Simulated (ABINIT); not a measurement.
# SiC (F-43m) in ABINIT: notebook

One crystal, SiC, is run at these levels: PBE; tasks: relaxation of cell and atoms, single point.

Everything below comes from runs of ABINIT 10.8.3 (patched build). Logs are shortened: lines on timing, memory, paths and dates and some standing lists are left out, and cuts for length are marked. The log counts tension as positive stress, the text compression.

**1. The structure**

The structure is cubic, space group F-43m (No. 216). Conventional cell: a = 4.360 Å, b = 4.360 Å, c = 4.360 Å, α = 90.00°, β = 90.00°, γ = 90.00°. Around C (site symmetry -43m) lie 4 Si at 1.89 Å. Around Si (site symmetry -43m) lie 4 C at 1.89 Å.

The cell was built by a generator and needn't be a form met in nature.

**2. Relaxation of cell and atoms, PBE**

run.abi reads:

```
pp_dirpath "./"
pseudos "C.upf, Si.upf"

acell 3*1.0 Angstrom
rprim
     0.0000000000     2.1800000000     2.1800000000
     2.1800000000     0.0000000000     2.1800000000
     2.1800000000     2.1800000000     0.0000000000
ntypat 2
znucl 6 14
natom 2
typat 1 2
xred
     0.2500000000     0.2500000000     0.2500000000
     0.0000000000     0.0000000000     0.0000000000
chkprim 0
chksymtnons 0
tolsym 1.0e-6

ecut 41.0

kptopt 1
ngkpt 8 8 8
nshiftk 1
shiftk 0.0 0.0 0.0

ixc 11

nband 8
occopt 3
tsmear 0.05 eV

nstep 100
tolvrs 1.0e-10

iomode 3
prtwf 0
prtden 0
prteig 0
prtebands 0
enunit 1

ionmov 2
ntime 60
tolmxf 5.0e-5
optcell 2
dilatmx 1.08
ecutsm 0.5
```

Potentials or basis: PseudoDojo NC SR PBE v0.4.1 standard.

Run with:

```
> abinit run.abi > log 2>&1
```

run.abo:

```text
.Version 10.8.3 of ABINIT
 Symmetries : space group F-4 3 m (#216); Bravais cF (face-center cubic)
================================================================================
 Values of the parameters that define the memory need of the present run
     intxc =       0    ionmov =       2      iscf =       7    lmnmax =       6
     lnmax =       6     mgfft =      40  mpssoang =       3    mqgrid =    3001
     natom =       2  nloc_mem =       1    nspden =       1   nspinor =       1
    nsppol =       1      nsym =      24    n1xccc =    2501    ntypat =       2
    occopt =       3   xclevel =       2
       mpw =        2221          nfft =       64000          nkpt =          29
================================================================================
================================================================================

--------------------------------------------------------------------------------
------------- Echo of variables that govern the present computation ------------
--------------------------------------------------------------------------------
 -outvars: echo values of preprocessed input variables --------
            acell      1.8897261259E+00  1.8897261259E+00  1.8897261259E+00 Bohr
              amu      1.20110000E+01  2.80855000E+01
          chkprim           0
      chksymtnons           0
          dilatmx      1.08000000E+00
             ecut      4.10000000E+01 Hartree
           ecutsm      5.00000000E-01 Hartree
           enunit           1
           ionmov           2
              ixc          11
         kptrlatt        8    0    0      0    8    0      0    0    8
          kptrlen      4.66079870E+01
            natom           2
            nband           8
            ngfft          40      40      40
             nkpt          29
            nstep         100
             nsym          24
            ntime          60
           ntypat           2
           occopt           3
          optcell           2
           prtden           0
        prtebands           0
           prteig           0
            prtwf           0
            rprim      0.0000000000E+00  2.1800000000E+00  2.1800000000E+00
                       2.1800000000E+00  0.0000000000E+00  2.1800000000E+00
                       2.1800000000E+00  2.1800000000E+00  0.0000000000E+00
          spgroup         216
           tolsym      1.00000000E-06
           tolvrs      1.00000000E-10
           tsmear      1.83746611E-03 Hartree
            typat      1  2
           xangst      1.0900000000E+00  1.0900000000E+00  1.0900000000E+00
                       0.0000000000E+00  0.0000000000E+00  0.0000000000E+00
            xcart      2.0598014772E+00  2.0598014772E+00  2.0598014772E+00
                       0.0000000000E+00  0.0000000000E+00  0.0000000000E+00
             xred      2.5000000000E-01  2.5000000000E-01  2.5000000000E-01
                       0.0000000000E+00  0.0000000000E+00  0.0000000000E+00
            znucl        6.00000   14.00000

================================================================================

 chkinp: Checking input parameters for consistency.

================================================================================
== DATASET  1 ==================================================================

--- !DatasetInfo
iteration_state: {dtset: 1, }
dimensions: {natom: 2, nkpt: 29, mband: 8, nsppol: 1, nspinor: 1, nspden: 1, mpw: 2221, }
cutoff_energies: {ecut:  41.0, pawecutdg:  -1.0, }
electrons: {nelect:   8.00000000E+00, charge:   0.00000000E+00, occopt:   3.00000000E+00, tsmear:   1.83746611E-03, }
meta: {optdriver: 0, ionmov: 2, optcell: 2, iscf: 7, paral_kgb: 0, }
...

 Exchange-correlation functional for the present dataset will be:
  GGA: Perdew-Burke-Ernzerhof functional - ixc=11
  J.P.Perdew, K.Burke, M.Ernzerhof, PRL 77, 3865 (1996)

 Real(R)+Recip(G) space primitive vectors, cartesian coordinates (Bohr,Bohr^-1):
 R(1)=  0.0000000  4.1196030  4.1196030  G(1)= -0.1213709  0.1213709  0.1213709
 R(2)=  4.1196030  0.0000000  4.1196030  G(2)=  0.1213709 -0.1213709  0.1213709
 R(3)=  4.1196030  4.1196030  0.0000000  G(3)=  0.1213709  0.1213709 -0.1213709
 Unit cell volume ucvol=  1.3982862E+02 bohr^3
 Angles (23,13,12)=  6.00000000E+01  6.00000000E+01  6.00000000E+01 degrees

 getcut: wavevector=  0.0000  0.0000  0.0000  ngfft=  40  40  40
         ecut(hartree)=     47.822   => boxcut(ratio)=   2.20551

 getcut : COMMENT -
  Note that boxcut > 2.2 ; recall that boxcut=Gcut(box)/Gcut(sphere) = 2
  is sufficient for exact treatment of convolution.
  Such a large boxcut is a waste : you could raise ecut
  e.g. ecut=   58.155263 Hartrees makes boxcut=2

--- Pseudopotential description ------------------------------------------------
- pspini: atom type   1  psp file is ./C.upf
12 -101130 1 -1 1248                          pspcod,pspxc,lmax,lloc,mmax
     nproj     2     2     0

- pspini: atom type   2  psp file is ./Si.upf
12 -101130 2 -1 1510                          pspcod,pspxc,lmax,lloc,mmax
     nproj     2     2     2

   1.09253459E+02                                ecore*ucvol(ha*bohr**3)
--------------------------------------------------------------------------------

================================================================================

=== [ionmov= 2] Broyden-Fletcher-Goldfarb-Shanno method (forces)
================================================================================

--- Iteration: ( 1/60) Internal Cycle: (1/1)
--------------------------------------------------------------------------------

---SELF-CONSISTENT-FIELD CONVERGENCE--------------------------------------------

--- !BeginCycle
iteration_state: {dtset: 1, itime: 1, icycle: 1, }
solver: {iscf: 7, nstep: 100, nline: 4, wfoptalg: 0, }
tolerances: {tolvrs: 1.00E-10, }
...

     iter   Etot(hartree)      deltaE(h)  residm     vres2
 ETOT  1  -10.169779175248    -1.017E+01 8.165E-02 6.918E+02
 ETOT  2  -10.231668495954    -6.189E-02 1.805E-02 2.903E+02
 ETOT  3  -10.269901437390    -3.823E-02 6.257E-03 3.103E-01
 ETOT  4  -10.269934162515    -3.273E-05 3.383E-03 1.008E-02
 ETOT  5  -10.269934512434    -3.499E-07 5.854E-04 3.920E-04
 ETOT  6  -10.269934534740    -2.231E-08 9.236E-04 3.146E-06
 ETOT  7  -10.269934535002    -2.617E-10 1.945E-04 4.008E-08
 ETOT  8  -10.269934535006    -3.748E-12 2.890E-04 4.358E-10
 ETOT  9  -10.269934535005     4.210E-13 5.797E-05 5.909E-12
[... 141 lines left out ...]
  0.00000000000000E+00  0.00000000000000E+00  0.00000000000000E+00
 Cartesian forces (fcart) [Ha/bohr]; max,rms= 0.00000E+00 0.00000E+00 (free atoms)
 -0.00000000000000E+00 -0.00000000000000E+00 -0.00000000000000E+00
 -0.00000000000000E+00 -0.00000000000000E+00 -0.00000000000000E+00
 Gradient of E wrt nuclear positions in reduced coordinates (gred)
  0.00000000000000E+00  0.00000000000000E+00  0.00000000000000E+00
  0.00000000000000E+00  0.00000000000000E+00  0.00000000000000E+00
 Scale of Primitive Cell (acell) [bohr]
  5.84381622824600E+00  5.84381622824600E+00  5.84381622824600E+00
 Real space primitive translations (rprimd) [bohr]
  0.00000000000000E+00  4.13220208300074E+00  4.13220208300074E+00
  4.13220208300074E+00  0.00000000000000E+00  4.13220208300074E+00
  4.13220208300074E+00  4.13220208300074E+00  0.00000000000000E+00
 Unitary Cell Volume (ucvol) [Bohr^3]=  1.41115478440989E+02
 Angles (23,13,12)= [degrees]
  6.00000000000000E+01  6.00000000000000E+01  6.00000000000000E+01
 Lengths [Bohr]
  5.84381622824599E+00  5.84381622824599E+00  5.84381622824599E+00
 Stress tensor in cartesian coordinates (strten) [Ha/bohr^3]
 -3.36685418733992E-05  0.00000000000000E+00  0.00000000000000E+00
  0.00000000000000E+00 -3.36685418734000E-05  0.00000000000000E+00
  0.00000000000000E+00  0.00000000000000E+00 -3.36685418734000E-05
 Total energy (etotal) [Ha]= -1.02700215074064E+01

 Difference of energy with previous step (new-old):
           Absolute (Ha)=-8.69724E-05
           Relative     =-8.46861E-06

--- Iteration: ( 3/60) Internal Cycle: (1/1)
--------------------------------------------------------------------------------

---SELF-CONSISTENT-FIELD CONVERGENCE--------------------------------------------

--- !BeginCycle
iteration_state: {dtset: 1, itime: 3, icycle: 1, }
solver: {iscf: 7, nstep: 100, nline: 4, wfoptalg: 0, }
tolerances: {tolvrs: 1.00E-10, }
...

     iter   Etot(hartree)      deltaE(h)  residm     vres2
 ETOT  1  -10.269990954518    -1.027E+01 1.019E-06 3.421E-01
 ETOT  2  -10.270014983726    -2.403E-05 3.432E-06 1.284E-01
 ETOT  3  -10.270032419875    -1.744E-05 8.190E-07 7.132E-04
 ETOT  4  -10.270032470745    -5.087E-08 1.134E-07 4.650E-06
 ETOT  5  -10.270032470950    -2.051E-10 1.339E-08 2.425E-08
 ETOT  6  -10.270032470952    -2.231E-12 1.123E-08 1.044E-10
 ETOT  7  -10.270032470952     6.928E-14 1.875E-09 1.667E-12
[... 49 lines left out ...]
  0.00000000000000E+00  0.00000000000000E+00  0.00000000000000E+00
 Cartesian forces (fcart) [Ha/bohr]; max,rms= 0.00000E+00 0.00000E+00 (free atoms)
 -0.00000000000000E+00 -0.00000000000000E+00 -0.00000000000000E+00
 -0.00000000000000E+00 -0.00000000000000E+00 -0.00000000000000E+00
 Gradient of E wrt nuclear positions in reduced coordinates (gred)
  0.00000000000000E+00  0.00000000000000E+00  0.00000000000000E+00
  0.00000000000000E+00  0.00000000000000E+00  0.00000000000000E+00
 Scale of Primitive Cell (acell) [bohr]
  5.85272393434543E+00  5.85272393434543E+00  5.85272393434543E+00
 Real space primitive translations (rprimd) [bohr]
  0.00000000000000E+00  4.13850078238847E+00  4.13850078238847E+00
  4.13850078238847E+00  0.00000000000000E+00  4.13850078238847E+00
  4.13850078238847E+00  4.13850078238847E+00  0.00000000000000E+00
 Unitary Cell Volume (ucvol) [Bohr^3]=  1.41761767883924E+02
 Angles (23,13,12)= [degrees]
  6.00000000000000E+01  6.00000000000000E+01  6.00000000000000E+01
 Lengths [Bohr]
  5.85272393434543E+00  5.85272393434543E+00  5.85272393434543E+00
 Stress tensor in cartesian coordinates (strten) [Ha/bohr^3]
 -4.36692914143090E-07  0.00000000000000E+00  0.00000000000000E+00
  0.00000000000000E+00 -4.36692914143957E-07  0.00000000000000E+00
  0.00000000000000E+00  0.00000000000000E+00 -4.36692914142223E-07
 Total energy (etotal) [Ha]= -1.02700324709524E+01

 Difference of energy with previous step (new-old):
           Absolute (Ha)=-1.09635E-05
           Relative     =-1.06753E-06

 At Broyd/MD step   3, gradients are converged :
  max grad (force/stress) = 4.3669E-05 < tolmxf= 5.0000E-05 ha/bohr (free atoms)

================================================================================

 ----iterations are completed or convergence reached----

 Mean square residual over all n,k,spin=   23.875E-12; max=  18.749E-10
 reduced coordinates (array xred) for    2 atoms
       0.250000000000      0.250000000000      0.250000000000
       0.000000000000      0.000000000000      0.000000000000
 rms dE/dt=  0.0000E+00; max dE/dt=  0.0000E+00; dE/dt below (all hartree)
    1       0.000000000000      0.000000000000      0.000000000000
    2       0.000000000000      0.000000000000      0.000000000000

 cartesian coordinates (angstrom) at end:
    1      1.09500014992924     1.09500014992924     1.09500014992924
    2      0.00000000000000     0.00000000000000     0.00000000000000

 cartesian forces (hartree/bohr) at end:
    1     -0.00000000000000    -0.00000000000000    -0.00000000000000
    2     -0.00000000000000    -0.00000000000000    -0.00000000000000
 frms,max,avg= 0.0000000E+00 0.0000000E+00   0.000E+00  0.000E+00  0.000E+00 h/b

 cartesian forces (eV/Angstrom) at end:
    1     -0.00000000000000    -0.00000000000000    -0.00000000000000
    2     -0.00000000000000    -0.00000000000000    -0.00000000000000
 frms,max,avg= 0.0000000E+00 0.0000000E+00   0.000E+00  0.000E+00  0.000E+00 e/A
 length scales=  5.852723934345  5.852723934345  5.852723934345 bohr
              =  3.097128125661  3.097128125661  3.097128125661 angstroms
 Fermi (or HOMO) energy (eV) =   7.37885   Average Vxc (eV)= -11.22673
 Eigenvalues (   eV  ) for nkpt=  29  k points:
 kpt#   1, nband=  8, wtk=  0.00195, kpt=  0.0000  0.0000  0.0000 (reduced coord)
  -8.60499    6.68539    6.68539    6.68539   12.73305   13.89340   13.89340   13.89340
 prteigrs : prtvol=0 or 1, do not print more k-points.

--- !EnergyTerms
iteration_state     : {dtset: 1, itime: 3, icycle: 1, }
comment             : Components of total free energy in Hartree
kinetic             :  5.85565258066673E+00
hartree             :  1.17260665720142E+00
xc                  : -3.76774092501395E+00
Ewald energy        : -1.04130424564674E+01
psp_core            :  7.70683526980035E-01
local_psp           : -4.15062923457082E+00
non_local_psp       :  2.62437381029177E-01
internal            : -1.02700324701748E+01
'-kT*entropy'       : -7.77579390931892E-10
total_energy        : -1.02700324709524E+01
total_energy_eV     : -2.79461820325851E+02
band_energy         :  2.43319138532236E-01
...

 Cartesian components of stress tensor (hartree/bohr^3)
  sigma(1 1)= -4.36692914E-07  sigma(3 2)=  0.00000000E+00
  sigma(2 2)= -4.36692914E-07  sigma(3 1)=  0.00000000E+00
  sigma(3 3)= -4.36692914E-07  sigma(2 1)=  0.00000000E+00

-Cartesian components of stress tensor (GPa)         [Pressure=  1.2848E-02 GPa]
- sigma(1 1)= -1.28479491E-02  sigma(3 2)=  0.00000000E+00
- sigma(2 2)= -1.28479491E-02  sigma(3 1)=  0.00000000E+00
- sigma(3 3)= -1.28479491E-02  sigma(2 1)=  0.00000000E+00

== END DATASET(S) ==============================================================
================================================================================

 -outvars: echo values of variables after computation  --------
            acell      5.8527239343E+00  5.8527239343E+00  5.8527239343E+00 Bohr
           etotal     -1.0270032471E+01
            fcart     -0.0000000000E+00 -0.0000000000E+00 -0.0000000000E+00
                      -0.0000000000E+00 -0.0000000000E+00 -0.0000000000E+00
            rprim      0.0000000000E+00  7.0710678119E-01  7.0710678119E-01
                       7.0710678119E-01  0.0000000000E+00  7.0710678119E-01
                       7.0710678119E-01  7.0710678119E-01  0.0000000000E+00
           strten     -4.3669291414E-07 -4.3669291414E-07 -4.3669291414E-07
                       0.0000000000E+00  0.0000000000E+00  0.0000000000E+00
           xangst      1.0950001499E+00  1.0950001499E+00  1.0950001499E+00
                       0.0000000000E+00  0.0000000000E+00  0.0000000000E+00
             xred      2.5000000000E-01  2.5000000000E-01  2.5000000000E-01
                       0.0000000000E+00  0.0000000000E+00  0.0000000000E+00
 Calculation completed.
```

Run time: 39 s. Hardware: 1 thread of Arm Neoverse V1, shared host; peak memory 0.08 GiB.

Results:

* Free energy: -279.4618 eV
* Relaxed volume: 10.50 Å³/atom
* Relaxed cell: a = 3.097 Å, b = 3.097 Å, c = 3.097 Å, α = 60.00°, β = 60.00°, γ = 60.00°
* Space group after relaxing (to 0.05 Å): F-43m (No. 216)
* Energy gained by relaxing: 1.3 meV/atom
* Ionic steps: 3
* Pressure after relaxing: 0.0 GPa
* Band gap on the k mesh: 1.38 eV, indirect (least direct gap 4.54 eV)
* Valence electrons inside the program's atomic spheres: C 4.20; Si 1.90

Step by step:
```csv
step,energy change (eV),largest force (eV/Å),pressure (GPa),volume (Å³)
1,0.0000,0.0000,3.00,20.72
2,-0.0024,0.0000,0.99,20.91
3,-0.0027,0.0000,0.01,21.01
```

Final structure:
```cif
data_structure
_symmetry_space_group_name_H-M 'P 1'
_symmetry_Int_Tables_number 1
_cell_length_a 3.0971
_cell_length_b 3.0971
_cell_length_c 3.0971
_cell_angle_alpha 60.000
_cell_angle_beta 60.000
_cell_angle_gamma 60.000
_cell_volume 21.01
loop_
_atom_site_label
_atom_site_type_symbol
_atom_site_fract_x
_atom_site_fract_y
_atom_site_fract_z
_atom_site_occupancy
C1 C 0.25000 0.25000 0.25000 1
Si1 Si 0.00000 0.00000 0.00000 1
```

Levels at points of the mesh, in eV from the valence-band top:
| k point | band 1 | band 2 | band 3 | band 4 | band 5 | band 6 | band 7 | band 8 |
| --- | --- | --- | --- | --- | --- | --- | --- | --- |
| (0.00, 0.00, 0.00) | -15.29 | 0.00 | 0.00 | 0.00 | 6.05 | 7.21 | 7.21 | 7.21 |
| (0.50, 0.00, 0.00) | -11.78 | -8.46 | -1.05 | -1.05 | 5.30 | 7.17 | 7.17 | 9.97 |
| (0.50, 0.50, 0.00) | -10.34 | -7.75 | -3.16 | -3.16 | 1.38 | 4.28 | 13.83 | 13.83 |

**3. Single point, PBE (cell relaxed)**

run.abi reads:

```
# Pseudopotentials
pp_dirpath "./"
pseudos "C.upf, Si.upf"

# Structure
acell 5.8527239308 5.8527239308 5.8527239308
rprim
     0.0000000000     0.7071067812     0.7071067812
     0.7071067812     0.0000000000     0.7071067812
     0.7071067812     0.7071067812     0.0000000000
ntypat 2
znucl 6 14
natom 2
typat 1 2
xred
     0.2500000000     0.2500000000     0.2500000000
     0.0000000000     0.0000000000     0.0000000000
chkprim 0
chksymtnons 0
tolsym 1.0e-6

# Plane-wave basis
ecut 41.0

# k points
kptopt 1
ngkpt 6 6 6
nshiftk 1
shiftk 0.0 0.0 0.0

# Exchange and correlation
ixc 11

# Bands and occupations
nband 8
occopt 3
tsmear 0.00183747

# SCF cycle
nstep 100
tolvrs 1.0e-10

# Output
iomode 3
prtwf 0
prtden 0
prteig 0
prtebands 0
enunit 1
prtvol 2
```

Potentials or basis: PseudoDojo NC SR PBE v0.4.1 standard.

Run with:

```
> abinit run.abi > log 2>&1
```

It took 7.5 s on 1 thread of Arm Neoverse V1, shared host; peak memory 0.07 GiB.

It converged, with:

```yaml
Free_energy: -279.4524 eV
Pressure: 0.0 GPa
Band_gap_on_the_k_mesh: 1.37 eV, indirect (least direct gap 4.53 eV)
Valence_electrons_inside_the_program's_atomic_spheres: C 4.22; Si 1.92
```

Levels at points of the mesh, in eV from the valence-band top:
```
           k point  band 2  band 3  band 4  band 5  band 6  band 7
(0.00, 0.00, 0.00)    0.00    0.00    0.00    6.05    7.20    7.20
(0.50, 0.00, 0.00)   -8.46   -1.05   -1.05    5.29    7.17    7.17
(0.50, 0.50, 0.00)   -7.76   -3.16   -3.16    1.37    4.28   13.82
```

A k mesh can miss the band edges.
